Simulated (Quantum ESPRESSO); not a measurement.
Here is a Quantum ESPRESSO 7.5 calculation.

pw.in

```
&CONTROL
  calculation = 'scf'
  prefix = 'pwscf'
  outdir = './tmp'
  pseudo_dir = './pseudo'
  tprnfor = .true.
  tstress = .true.
  disk_io = 'nowf'
/
&SYSTEM
  ibrav = 0
  nat = 1
  ntyp = 1
  ecutwfc = 45
  ecutrho = 360
  nbnd = 13
  occupations = 'smearing'
  smearing = 'mv'
  degauss = 0.00367493
/
&ELECTRONS
  conv_thr = 2d-10
  electron_maxstep = 120
  mixing_beta = 0.5
/
ATOMIC_SPECIES
Ge    72.6300 ge_lda_v1.4.uspp.F.UPF
CELL_PARAMETERS angstrom
  -0.0282083000    2.1019966500    2.1134578200
   2.0716247400   -0.0325513900    2.1178009100
   2.0429605600    2.0776755600   -0.0038872100
ATOMIC_POSITIONS angstrom
Ge     0.0000000000    0.0000000000    0.0000000000
K_POINTS automatic
11 11 11 0 0 0
```

Potentials or basis: GBRV 1.5 LDA.

Run with:

```sh
$ OMP_NUM_THREADS=1 pw.x -in pw.in > pw.out
```

What does it give for the band gap on the k mesh?

None (metal or under the smearing width).

Estimate the pressure.

-1.3 GPa.

Stress tensor (GPa, compression positive):
```
-2.19  1.28 -0.05
 1.28 -1.55  0.06
-0.05  0.06 -0.30
```
